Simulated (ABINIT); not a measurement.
**HfN: single point with PBE+D3(BJ)**

HfN:

```
Hf N
1.0
     0.00000    2.25734    2.25734
     2.25734    0.00000    2.25734
     2.25734    2.25734    0.00000
Hf N
1 1
Cartesian
  0.0000 0.0000 0.0000
  2.2573 2.2573 2.2573
```

The cell isn't the ideal one: cell relaxed.

```json
{
 "Program": "ABINIT 10.8.3 (patched build)",
 "Task": "single point",
 "Functional": "PBE",
 "Dispersion": "D3(BJ)",
 "Potentials or basis": "PseudoDojo NC SR PBE v0.4.1 standard",
 "Cutoff": "980 eV",
 "k mesh": "8 × 8 × 8",
 "Occupations": "fermi-dirac, width 0.05 eV",
 "Spin": "no spin polarisation"
}
```

```yaml
Pressure: -0.4 GPa
Band_gap_on_the_k_mesh: none (metal or under the smearing width)
Valence_electrons_inside_the_program's_atomic_spheres: Hf 8.45; N 5.25
```

Levels at points of the mesh, in eV from the Fermi level:
| k point | band 7 | band 8 | band 9 | band 10 | band 11 | band 12 |
| --- | --- | --- | --- | --- | --- | --- |
| (0.00, 0.00, 0.00) | -3.02 | -3.02 | -0.35 | -0.35 | -0.35 | 1.78 |
| (0.50, 0.00, 0.00) | -6.23 | -6.23 | 3.26 | 3.70 | 3.70 | 4.44 |
| (0.50, 0.50, 0.00) | -3.83 | -3.70 | -3.70 | 4.12 | 5.54 | 5.54 |

Run time: 18 s on 1 thread of Arm Neoverse V2, on a shared host, peak memory 0.07 GiB.

Caveat: pairwise dispersion overbinds metals, which lowers pressure and volume. The run has no spin-orbit coupling, so splittings on Hf are missing.
